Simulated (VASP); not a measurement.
# CuI (F-43m) in VASP: a series of runs

One crystal, CuI, is run at these levels: PBE, r2SCAN, TB-mBJ, LDA; tasks: band structure.

Everything below comes from runs of VASP 6.6.1. Logs are shortened: lines on timing, memory, paths and dates and some standing lists are left out, and cuts for length are marked.

### Step 1. The crystal as given

Symmetry: F-43m, No. 216, cubic system. Conventional cell: a = 6.082 Å, b = 6.082 Å, c = 6.082 Å, α = 90.00°, β = 90.00°, γ = 90.00°. Cu (site symmetry -43m) is surrounded by 4 I at 2.63 Å. I (site symmetry -43m) has 4 Cu at 2.63 Å as nearest neighbours.

### Step 2. Band structure, PBE, collinear spin, ferromagnetic start

INCAR

```
SYSTEM = CuI
ALGO     = Normal         ! electronic algorithm
AMIX     = 0.2          
AMIX_MAG = 0.8          
BMIX     = 1E-4         
BMIX_MAG = 1E-4         
EDIFF    = 1E-6           ! SCF threshold, eV
ENCUT    = 520            ! plane-wave cutoff, eV
GGA      = PE             ! functional
ICORELEVEL= 1            
ISIF     = 2              ! what is computed and relaxed
ISMEAR   = 0              ! smearing method
ISPIN    = 2              ! spin polarisation
LASPH    = .True.         ! aspherical terms in the spheres
LCHARG   = .False.        ! write CHGCAR
LMAXMIX  = 4              ! l up to which the mixer works
LORBIT   = 11             ! projections on sites
LREAL    = .False.        ! projectors in reciprocal space
LWAVE    = .False.        ! write WAVECAR
MAGMOM   = 1 0            ! initial moments
NBANDS   = 20             ! bands
NELM     = 150            ! most SCF steps
PREC     = Accurate       ! precision mode
SIGMA    = 0.03           ! smearing width, eV
```

KPOINTS

```
k-points
0
Gamma
  8 8 8
  0 0 0
```

POSCAR

```
CuI                                     
1.0
   -0.0000000000      3.0409226523      3.0409226523
    3.0409226523     -0.0000000000      3.0409226523
    3.0409226523      3.0409226523     -0.0000000000
  Cu              I             
     1     1
Direct
     0.2500000000000000    0.2500000000000000    0.2500000000000000
     0.0000000000000000    1.0000000000000000    1.0000000000000000
```

KPOINTS_OPT

```
explicit points
209
Reciprocal
 0.0000000000  0.0000000000  0.0000000000 1
 0.0263157895  0.0000000000  0.0263157895 1
 0.0526315789  0.0000000000  0.0526315789 1
 0.0789473684  0.0000000000  0.0789473684 1
 0.1052631579  0.0000000000  0.1052631579 1
 0.1315789474  0.0000000000  0.1315789474 1
[... 201 lines left out ...]
 0.4250000000  0.0000000000  0.4250000000 1
 0.4500000000  0.0000000000  0.4500000000 1
```

Potentials or basis: VASP PAW PBE potentials, release 64 (Cu, I).

Started as:

```sh
cat potpaw_PBE.64/Cu/POTCAR potpaw_PBE.64/I/POTCAR > POTCAR
mpirun -np 1 vasp_std > vasp.out
```

OUTCAR:

```text
SYSTEM = CuI
   AMIX = 0.2
   AMIX_MAG = 0.8
   EDIFF = 1E-6
   ENCUT = 520
   GGA = PE
   ISIF = 2
   ISMEAR = 0
   ISPIN = 2
   LASPH = .True.
   LORBIT = 11
   LREAL = .False.
   NELM = 150
   PREC = Accurate

 ion  position               nearest neighbor table
   1  0.250  0.250  0.250-   2 2.63   2 2.63   2 2.63   2 2.63
   2  0.000  0.000  0.000-   1 2.63   1 2.63   1 2.63   1 2.63

  LATTYP: Found a face centered cubic cell.
 ALAT       =     6.0818453046

  Lattice vectors:

 A1 = (   0.0000000000,   3.0409226523,   3.0409226523)
 A2 = (   3.0409226523,   0.0000000000,   3.0409226523)
 A3 = (   3.0409226523,   3.0409226523,   0.0000000000)

Analysis of symmetry for initial positions (statically):
=====================================================================
 Subroutine PRICEL returns:
 Original cell was already a primitive cell.

 Routine SETGRP: Setting up the symmetry group for a
 face centered cubic supercell.

 Subroutine GETGRP returns: Found 24 space group operations
 (whereof 24 operations were pure point group operations)
 out of a pool of 48 trial point group operations.

The static configuration has the point symmetry T_d .

Analysis of symmetry for dynamics (positions and initial velocities):
=====================================================================
 Subroutine PRICEL returns:
 Original cell was already a primitive cell.

 Routine SETGRP: Setting up the symmetry group for a
 face centered cubic supercell.

 Subroutine GETGRP returns: Found 24 space group operations
 (whereof 24 operations were pure point group operations)
 out of a pool of 48 trial point group operations.

The dynamic configuration has the point symmetry T_d .

Analysis of structural, dynamic, and magnetic symmetry:
=====================================================================
 Subroutine PRICEL returns:
 Original cell was already a primitive cell.

 Routine SETGRP: Setting up the symmetry group for a
 face centered cubic supercell.

 Subroutine GETGRP returns: Found 24 space group operations
 (whereof 24 operations were pure point group operations)
 out of a pool of 48 trial point group operations.

The overall configuration has the point symmetry T_d .

 Subroutine INISYM returns: Found 24 space group operations
 (whereof 24 operations are pure point group operations),
 and found     1 'primitive' translations

----------------------------------------------------------------------------------------

                                     Primitive cell

  volume of cell :      56.2401

  direct lattice vectors                    reciprocal lattice vectors
     0.000000000  3.040922652  3.040922652    -0.164423781  0.164423781  0.164423781
     3.040922652  0.000000000  3.040922652     0.164423781 -0.164423781  0.164423781
     3.040922652  3.040922652  0.000000000     0.164423781  0.164423781 -0.164423781

  length of vectors
     4.300514057  4.300514057  4.300514057     0.284790343  0.284790343  0.284790343

  position of ions in fractional coordinates (direct lattice)
     0.250000000  0.250000000  0.250000000
     0.000000000  0.000000000  0.000000000

  ion indices of the primitive-cell ions
   primitive index   ion index
                 1           1
                 2           2

----------------------------------------------------------------------------------------

 KPOINTS: k-points

Automatic generation of k-mesh.
 Grid dimensions read from file:
 generate k-points for:    8    8    8

 Generating k-lattice:

  Cartesian coordinates                     Fractional coordinates (reciprocal lattice)
    -0.020552973  0.020552973  0.020552973     0.125000000  0.000000000  0.000000000
     0.020552973 -0.020552973  0.020552973     0.000000000  0.125000000  0.000000000
     0.020552973  0.020552973 -0.020552973     0.000000000  0.000000000  0.125000000

  Length of vectors
     0.035598793  0.035598793  0.035598793

  Shift w.r.t. Gamma in fractional coordinates (k-lattice)
     0.000000000  0.000000000  0.000000000

 Subroutine IBZKPT returns following result:
 ===========================================

 Found     29 irreducible k-points:

 Following reciprocal coordinates:
            Coordinates               Weight
  0.000000  0.000000  0.000000      1.000000
  0.125000  0.000000  0.000000      8.000000
  0.250000  0.000000  0.000000      8.000000
  0.375000  0.000000  0.000000      8.000000
  0.500000  0.000000  0.000000      4.000000
  0.125000  0.125000  0.000000      6.000000
[... 16 lines left out ...]
  0.500000  0.250000  0.125000     48.000000
 -0.375000  0.250000  0.125000     24.000000
 [... further k-points ...]
   k-points           NKPTS =     29   k-points in BZ     NKDIM =     29   number of bands    NBANDS=     20
   number of dos      NEDOS =    301   number of ions     NIONS =      2
   total plane-waves  NPLWV =  32768
   dimension x,y,z NGX =    32 NGY =   32 NGZ =   32
   dimension x,y,z NGXF=    64 NGYF=   64 NGZF=   64
   ions per type =               1   1
   NGX,Y,Z   is equivalent  to a cutoff of  12.37, 12.37, 12.37 a.u.
   NGXF,Y,Z  is equivalent  to a cutoff of  24.74, 24.74, 24.74 a.u.
 SYSTEM =  CuI
   PREC   = accura    normal or accurate (medium, high low for compatibility)
   ISTART =      0    job   : 0-new  1-cont  2-samecut
   ICHARG =      2    charge: 1-file 2-atom 10-const
   ISPIN  =      2    spin polarized calculation?
   LNONCOLLINEAR =      F non collinear calculations
   LSORBIT =      F    spin-orbit coupling
   LASPH  =      T    aspherical Exc in radial PAW
   ENCUT  =  520.0 eV  38.22 Ry    6.18 a.u.   8.00  8.00  8.00*2*pi/ulx,y,z
   NELM   =    150;   NELMIN=  2; NELMDL= -5     # of ELM steps
   EDIFF  = 0.1E-05   stopping-criterion for ELM
   LREAL  =      F    real-space projection
   EDIFFG = 0.1E-04   stopping-criterion for IOM
   NSW    =      0    number of steps for IOM
   IBRION =     -1    ionic relax: 0-MD 1-quasi-New 2-CG
   NFREE  =      0    steps in history (QN), initial steepest desc. (CG)
   ISIF   =      2    stress and relaxation
   ISYM   =      2    0-nonsym 1-usesym 2-fastsym
   POTIM  = 0.5000    time-step for ionic-motion
   TEBEG  =    0.0;   TEEND  =   0.0 temperature during run
   PSTRESS=    0.0 pullay stress
   NELECT =      18.0000    total number of electrons
   NUPDOWN=      -1.0000    fix difference up-down
   EMIN   =  10.00;   EMAX   =-10.00  energy-range for DOS
   EFERMI =   0.00;   METHOD = LEGACY
   ISMEAR =     0;   SIGMA  =   0.03  broadening in eV -4-tet -1-fermi 0-gaus
   EFERMI_NEDOS =   21; number of points for ismear=-14 and -15
   IALGO  =     38    algorithm
   IMIX   =      4    mixing-type and parameters
     AMIX     =   0.20;   BMIX     =  0.00
     AMIX_MAG =   0.80;   BMIX_MAG =  0.00
  volume/ion in A,a.u.               =      28.12       189.76
  Fermi-wavevector in a.u.,A,eV,Ry     =   1.119825  2.116163 17.061826  1.254009
  Thomas-Fermi vector in A             =   2.256467
   LORBIT       =     11    0 simple, 1 ext, 2 COOP (PROOUT), +10 PAW based schemes
   GGA     = PE    functional components
   LHFCALC =     F    Hartree Fock is set to
   AEXX    =    0.0000 exact exchange contribution
   IVDW    =     0    specifies the selected vdW correction
   LEPSILON=     F    determine dielectric tensor
   LRPA    =     F    only Hartree local field effects (RPA)
 spin polarized calculation
 Gauss-broadening in eV      SIGMA  =   0.03
  energy-cutoff  :      520.00
  volume of cell :       56.24
 maximum number of plane-waves:      1540
   NGX = 15   NGY = 15   NGZ = 15

 number of electron      18.0000011 magnetization       0.0001392

 number of electron      18.0000011 magnetization      -0.0000245

 Free energy of the ion-electron system (eV)
  ---------------------------------------------------
  ext. energy  EPLUGINS =         0.00000000
  ---------------------------------------------------
  free energy    TOTEN  =        -5.56260060 eV

  energy without entropy =       -5.56260060  energy(sigma->0) =       -5.56260060

 the core state eigenenergies are
   1-  1s  -8842.8681  2s  -1055.0705  2p   -909.5353  3s   -107.1505  3p    -64.5623

   2-  1s -32967.4232  2s  -5085.5884  2p  -4563.0081  3s  -1019.2829  3p   -850.0281
       3d   -596.7651  4s   -171.6031  4p   -118.5876  4d    -41.3476

 E-fermi :   4.5566     XC(G=0):  -8.8941

 val. band max:        4.3303328202   @ k =   0.0000   0.0000   0.0000
 cond. band min:       5.4491268292   @ k =   0.0000   0.0000   0.0000
 fundamental gap:      1.1187940090
 Fermi energy:         4.5566411151

 spin component 1

 k-point     1 :       0.0000    0.0000    0.0000
  band No.  band energies     occupation
      1      -9.6315      1.00000
      2       0.7332      1.00000
      3       0.7332      1.00000
      4       0.7332      1.00000
      5       2.5174      1.00000
      6       2.5174      1.00000
[... 12 lines left out ...]
     19      15.1736      0.00000
     20      18.1082      0.00000

 k-point     2 :       0.1250    0.0000    0.0000
  band No.  band energies     occupation
      1      -9.5607      1.00000
      2       0.4380      1.00000
      3       0.7385      1.00000
      4       0.7385      1.00000
      5       2.5114      1.00000
      6       2.5114      1.00000
[... 12 lines left out ...]
     19      16.3679      0.00000
     20      19.2516      0.00000
[... 465 lines left out ...]
      3       0.2939      1.00000
      4       0.7169      1.00000
      5       2.4722      1.00000
      6       2.5325      1.00000
[... 12 lines left out ...]
     19      18.7176      0.00000
     20      20.6356      0.00000

 k-point    24 :      -0.3750    0.2500    0.1250
  band No.  band energies     occupation
      1      -9.0029      1.00000
      2      -0.9381      1.00000
      3       0.1974      1.00000
      4       0.7035      1.00000
      5       2.4549      1.00000
      6       2.5286      1.00000
[... 12 lines left out ...]
     19      19.3848      0.00000
     20      20.5565      0.00000

 [... further k-points ...]

 spin component 2

 k-point     1 :       0.0000    0.0000    0.0000
  band No.  band energies     occupation
      1      -9.6315      1.00000
      2       0.7332      1.00000
      3       0.7332      1.00000
      4       0.7332      1.00000
      5       2.5173      1.00000
      6       2.5173      1.00000
[... 12 lines left out ...]
     19      15.1736      0.00000
     20      18.1083      0.00000

 k-point     2 :       0.1250    0.0000    0.0000
  band No.  band energies     occupation
      1      -9.5608      1.00000
      2       0.4380      1.00000
      3       0.7385      1.00000
      4       0.7385      1.00000
      5       2.5114      1.00000
      6       2.5114      1.00000
[... 12 lines left out ...]
     19      16.3680      0.00000
     20      19.2517      0.00000
[... 465 lines left out ...]
      3       0.2938      1.00000
      4       0.7168      1.00000
      5       2.4721      1.00000
      6       2.5325      1.00000
[... 12 lines left out ...]
     19      18.7176      0.00000
     20      20.6356      0.00000

 k-point    24 :      -0.3750    0.2500    0.1250
  band No.  band energies     occupation
      1      -9.0030      1.00000
      2      -0.9381      1.00000
      3       0.1973      1.00000
      4       0.7035      1.00000
      5       2.4549      1.00000
      6       2.5286      1.00000
[... 12 lines left out ...]
     19      19.3848      0.00000
     20      20.5566      0.00000

 [... further k-points ...]

------------------------ aborting loop because EDIFF is reached ----------------------------------------

  FORCE on cell =-STRESS in cart. coord.  units (eV):
  Direction    XX          YY          ZZ          XY          YZ          ZX
  --------------------------------------------------------------------------------------
  -------------------------------------------------------------------------------------
  Total       -0.0250933     -0.0250933     -0.0250933     -0.0000000     -0.0000000      0.0000000
  in kB       -0.7148629     -0.7148629     -0.7148629     -0.0000000     -0.0000000      0.0000000
  external PRESSURE =      -0.7148629 kB  Pullay stress =       0.0000000 kB

 VOLUME and BASIS-vectors are now :
 -----------------------------------------------------------------------------
  energy-cutoff  :      520.00
  volume of cell :       56.24
      direct lattice vectors                 reciprocal lattice vectors
     0.000000000  3.040922652  3.040922652    -0.164423781  0.164423781  0.164423781
     3.040922652  0.000000000  3.040922652     0.164423781 -0.164423781  0.164423781
     3.040922652  3.040922652  0.000000000     0.164423781  0.164423781 -0.164423781

 POSITION                                       TOTAL-FORCE (eV/Angst)
 -----------------------------------------------------------------------------------
      1.52046      1.52046      1.52046         0.000000      0.000000      0.000000
      0.00000      0.00000      0.00000        -0.000000     -0.000000     -0.000000
 -----------------------------------------------------------------------------------
    total drift:                                0.000001      0.000001      0.000001

  FREE ENERGIE OF THE ION-ELECTRON SYSTEM (eV)
  ---------------------------------------------------
  free  energy   TOTEN  =        -5.5626005979 eV

  energy  without entropy=       -5.5626005979  energy(sigma->0) =       -5.56260060

 total charge

# of ion       s       p       d       tot
------------------------------------------
    1        0.324   0.255   9.334   9.914
    2        1.493   2.759   0.052   4.304
--------------------------------------------------
tot          1.817   3.014   9.387  14.217

 magnetization (x)

# of ion       s       p       d       tot
------------------------------------------
    1        0.000   0.000  -0.000   0.000
    2        0.000  -0.000   0.000   0.000
--------------------------------------------------
tot          0.000  -0.000  -0.000   0.000
```

Wall time 88 s (1 thread of Intel Xeon 6975P-C (Granite Rapids), shared host); peak memory 0.25 GiB.

Results:

| Item | Value |
| --- | --- |
| Free energy | -5.5626 eV |
| Pressure | -0.1 GPa |
| Band gap on the k mesh | 1.12 eV, direct |
| Band gap along the path | 1.12 eV, direct |
| Net moment | 0.00 μB per cell |
| Valence electrons inside the program's atomic spheres | Cu 9.91; I 4.30 |

Levels at the corners of the path, in eV from the valence-band top:
Spin up:
```
point  band 7  band 8  band 9  band 10  band 11  band 12
    Γ    0.00    0.00    0.00     1.12     4.88     4.88
    X   -1.73   -1.46   -1.46     2.74     2.91     9.13
    X   -1.73   -1.46   -1.46     2.74     2.91     9.13
    W   -1.73   -1.57   -1.23     4.46     4.65     6.01
    W   -1.73   -1.57   -1.23     4.46     4.65     6.01
    K   -1.68   -1.48   -1.22     3.11     4.61     7.50
    K   -1.68   -1.48   -1.22     3.11     4.61     7.50
    Γ    0.00    0.00    0.00     1.12     4.88     4.88
    Γ    0.00    0.00    0.00     1.12     4.88     4.88
    L   -1.74   -0.69   -0.69     2.15     5.41     5.41
    L   -1.74   -0.69   -0.69     2.15     5.41     5.41
    U   -1.68   -1.48   -1.22     3.11     4.61     7.50
    U   -1.68   -1.48   -1.22     3.11     4.61     7.50
    W   -1.73   -1.57   -1.23     4.46     4.65     6.01
    W   -1.73   -1.57   -1.23     4.46     4.65     6.01
    L   -1.74   -0.69   -0.69     2.15     5.41     5.41
    L   -1.74   -0.69   -0.69     2.15     5.41     5.41
    K   -1.68   -1.48   -1.22     3.11     4.61     7.50
    U   -1.68   -1.48   -1.22     3.11     4.61     7.50
    X   -1.73   -1.46   -1.46     2.74     2.91     9.13
```
Spin down:
```csv
point,band 7,band 8,band 9,band 10,band 11,band 12
Γ,0.00,0.00,0.00,1.12,4.88,4.88
X,-1.73,-1.46,-1.46,2.74,2.91,9.13
X,-1.73,-1.46,-1.46,2.74,2.91,9.13
W,-1.73,-1.57,-1.23,4.46,4.65,6.01
W,-1.73,-1.57,-1.23,4.46,4.65,6.01
K,-1.68,-1.48,-1.22,3.11,4.61,7.50
K,-1.68,-1.48,-1.22,3.11,4.61,7.50
Γ,0.00,0.00,0.00,1.12,4.88,4.88
Γ,0.00,0.00,0.00,1.12,4.88,4.88
L,-1.74,-0.69,-0.69,2.15,5.41,5.41
L,-1.74,-0.69,-0.69,2.15,5.41,5.41
U,-1.68,-1.48,-1.22,3.11,4.61,7.50
U,-1.68,-1.48,-1.22,3.11,4.61,7.50
W,-1.73,-1.57,-1.23,4.46,4.65,6.01
W,-1.73,-1.57,-1.23,4.46,4.65,6.01
L,-1.74,-0.69,-0.69,2.15,5.41,5.41
L,-1.74,-0.69,-0.69,2.15,5.41,5.41
K,-1.68,-1.48,-1.22,3.11,4.61,7.50
U,-1.68,-1.48,-1.22,3.11,4.61,7.50
X,-1.73,-1.46,-1.46,2.74,2.91,9.13
```

Core levels (eV, on the scale of the bands):
| atom | levels |
| --- | --- |
| 1 Cu | 1s -8842.9, 2s -1055.1, 2p -909.5, 3s -107.2, 3p -64.6 |
| 2 I | 1s -32967.4, 2s -5085.6, 2p -4563.0, 3s -1019.3, 3p -850.0, 3d -596.8, 4s -171.6, 4p -118.6, 4d -41.3 |

Caveat: spin-orbit coupling is left out, which moves the levels of the heavy elements.

(Continued in part 2 of 2.)
